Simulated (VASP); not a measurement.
Level of theory: PBE GGA, VASP's PBE PAW potentials (set 64) (plane waves; VASP).

VASP input:

POSCAR:
```
ZnTe(110) slab
1
    6.1854003632     0.0000000000     0.0000000000
    0.0000000000     4.3737381708     0.0000000000
    0.0000000000     0.0000000000    28.3312164194
Zn Te
6 6
Direct
  0.9438377100   0.0000000000   0.6742366318
  0.5187922254   0.5000000000   0.6205020470
  0.0144682874   0.0000000000   0.5365047115
  0.5144682874   0.5000000000   0.4634952885
  0.0187922254   0.0000000000   0.3794979530
  0.4438377100   0.5000000000   0.3257633682
  0.2667684692   0.0000000000   0.6143987763
  0.7440874796   0.5000000000   0.7004411512
  0.2620458285   0.0000000000   0.4595425898
  0.7620458285   0.5000000000   0.5404574102
  0.2440874796   0.0000000000   0.2995588488
  0.7667684692   0.5000000000   0.3856012237
```

### KPOINTS
```
Automatic
0
Gamma
4 5 1
```

### INCAR
```
! general
SYSTEM =ZnTe(110) slab
PREC   =Normal
ENCUT  =400   ! plane-wave cut-off (eV)
LREAL  =.False.   ! projection in real space or not
LASPH  =.True.   ! aspherical one-centre terms

! electronic loop
EDIFF  =1E-6   ! SCF stop (eV)
NELM   =100   ! most electronic steps
NELMIN =4
ALGO   =Normal
LMAXMIX=4

! smearing
ISMEAR =0   ! Gaussian
SIGMA  =0.05   ! width (eV)

! functional
GGA    =PE   ! PBE

! output
LWAVE  =.False.
LCHARG =.False.
LORBIT =11   ! lm-projected
LVHAR  =.True.

! other
LDIPOL =.True.
IDIPOL =3
DIPOL  =0.5 0.5 0.5
```

POTCAR, in this order: Zn Te (PBE.64 set). Program: vasp_std. Read from the step before: WAVECAR.

Output of the run:

### OSZICAR
```
       N       E                     dE             d eps       ncg     rms          rms(c)
DAV:   1    -0.302819827793E+02   -0.30282E+02   -0.30294E-05  1304   0.136E-01    0.967E-03
DAV:   2    -0.302819793570E+02    0.34223E-05   -0.19264E-05  1600   0.771E-02    0.631E-03
DAV:   3    -0.302819784661E+02    0.89087E-06   -0.27594E-06   984   0.181E-02    0.596E-03
DAV:   4    -0.302819781608E+02    0.30537E-06   -0.30007E-06  1120   0.110E-02
   1 F= -.30281978E+02 E0= -.30281978E+02  d E =-.273403E-11
```

File OUTCAR:
```
------------------------ aborting loop because EDIFF is reached ----------------------------------------
  FORCE on cell =-STRESS in cart. coord.  units (eV):
  Direction    XX          YY          ZZ          XY          YZ          ZX
  --------------------------------------------------------------------------------------
  Total       -1.2044124     -1.8376495     -0.7926108      0.0000000      0.0000000      0.0000000
  in kB       -2.5176769     -3.8413816     -1.6568559      0.0000000      0.0000000      0.0000000
  external PRESSURE =      -2.6719714 kB  Pullay stress =       0.0000000 kB
  volume of cell :      766.45
      direct lattice vectors                 reciprocal lattice vectors
     6.185400363  0.000000000  0.000000000     0.161671022  0.000000000  0.000000000
     0.000000000  4.373738171  0.000000000     0.000000000  0.228637372  0.000000000
     0.000000000  0.000000000 28.331216419     0.000000000  0.000000000  0.035296755
 POSITION                                       TOTAL-FORCE (eV/Angst)
 -----------------------------------------------------------------------------------
      5.83801      0.00000     19.10194        -0.007478      0.000000     -0.001424
      3.20894      2.18687     17.57958        -0.001010      0.000000     -0.001143
      0.08949      0.00000     15.19983        -0.004361      0.000000      0.009102
      3.18219      2.18687     13.13139        -0.004361      0.000000     -0.009102
      0.11624      0.00000     10.75164        -0.001010      0.000000      0.001143
      2.74531      2.18687      9.22927        -0.007478      0.000000      0.001424
      1.65007      0.00000     17.40666        -0.005318      0.000000     -0.011362
      4.60248      2.18687     19.84435         0.007390      0.000000     -0.018890
      1.62086      0.00000     13.01940         0.010776      0.000000     -0.006635
      4.71356      2.18687     15.31182         0.010776      0.000000      0.006635
      1.50978      0.00000      8.48687         0.007390      0.000000      0.018890
      4.74277      2.18687     10.92455        -0.005318      0.000000      0.011362
 -----------------------------------------------------------------------------------
    total drift:                                0.017676      0.000000     -0.000124
  FREE ENERGIE OF THE ION-ELECTRON SYSTEM (eV)
  ---------------------------------------------------
  free  energy   TOTEN  =       -30.2819781608 eV

  energy  without entropy=      -30.2819781608  energy(sigma->0) =      -30.28197816

 total charge

# of ion       s       p       d       tot
------------------------------------------
    1        0.590   0.353   9.753  10.696
    2        0.545   0.393   9.758  10.696
    3        0.547   0.396   9.757  10.700
    4        0.547   0.396   9.757  10.700
    5        0.545   0.393   9.758  10.696
    6        0.590   0.353   9.753  10.696
    7        1.348   2.055   0.026   3.428
    8        1.365   2.021   0.022   3.407
    9        1.348   2.050   0.025   3.423
   10        1.348   2.050   0.025   3.423
   11        1.365   2.021   0.022   3.407
   12        1.348   2.055   0.026   3.428
--------------------------------------------------
tot         11.485  14.535  58.680  84.700
```
(Selected blocks of OUTCAR.)

The cell is a thin slab with vacuum, built from ZnTe (zinc blende): (110) face.
